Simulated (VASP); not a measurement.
InPd: band structure with PBE

InPd:

```xyz
2
Lattice="3.3054 0.0000 0.0000 0.0000 3.3054 0.0000 0.0000 0.0000 3.3054" Properties=species:S:1:pos:R:3 pbc="T T T"
In    0.0000    0.0000    0.0000
Pd    1.6527    1.6527    1.6527
```

The cell comes from a database or a generator and needn't be the stable form of this composition.

| Item | Value |
| --- | --- |
| Program | VASP 6.6.1 |
| Task | band structure |
| Functional | PBE |
| Potentials or basis | VASP PAW PBE potentials, release 64 (In_d, Pd) |
| Cutoff | 520 eV |
| k mesh | 12 × 12 × 12 |
| Occupations | methfessel-paxton, width 0.1 eV |
| Spin | no spin polarisation |
| Further INCAR settings | ALGO = Fast; EDIFF = 1e-06; NBANDS = 18 |

```
Pressure                : 0.0 GPa
Band gap along the path : none (metal or under the smearing width)
```

Levels at the corners of the path, in eV from the Fermi level:
```
point  band 7  band 8  band 9  band 10  band 11  band 12  band 13  band 14  band 15  band 16
    Γ   -3.67   -3.67   -2.21    -2.21    -2.21     4.17     4.17     4.17     9.04    10.37
    X   -5.80   -3.64   -3.14    -3.14    -2.27    -1.10     9.29     9.29     9.78    10.52
    X   -5.80   -3.64   -3.14    -3.14    -2.27    -1.10     9.29     9.29     9.78    10.52
    M   -3.37   -2.60   -2.60    -2.21    -2.21    -1.66     1.30     2.37     9.25    11.24
    M   -3.37   -2.60   -2.60    -2.21    -2.21    -1.66     1.30     2.37     9.25    11.24
    Γ   -3.67   -3.67   -2.21    -2.21    -2.21     4.17     4.17     4.17     9.04    10.37
    Γ   -3.67   -3.67   -2.21    -2.21    -2.21     4.17     4.17     4.17     9.04    10.37
    R   -4.68   -4.68   -1.62    -1.62    -0.21     3.75     3.75     3.75     4.27     4.27
    R   -4.68   -4.68   -1.62    -1.62    -0.21     3.75     3.75     3.75     4.27     4.27
    X   -5.80   -3.64   -3.14    -3.14    -2.27    -1.10     9.29     9.29     9.78    10.52
    M   -3.37   -2.60   -2.60    -2.21    -2.21    -1.66     1.30     2.37     9.25    11.24
    R   -4.68   -4.68   -1.62    -1.62    -0.21     3.75     3.75     3.75     4.27     4.27
```

Core levels (eV, on the scale of the bands):
```csv
atom,levels
1 In,"1s -27733.7, 2s -4140.2, 2p -3714.2, 3s -774.2, 3p -634.7, 3d -418.4, 4s -105.5, 4p -64.0"
2 Pd,"1s -24150.5, 2s -3516.8, 2p -3151.6, 3s -625.3, 3p -505.3, 3d -314.8, 4s -74.4, 4p -40.2"
```

Wall time 37 s on 1 thread of Intel(R) Xeon(R) 6975P-C (Granite Rapids), on a shared host, peak memory 0.22 GiB.

Caveat: spin-orbit coupling is left out, which moves the levels of the heavy elements.
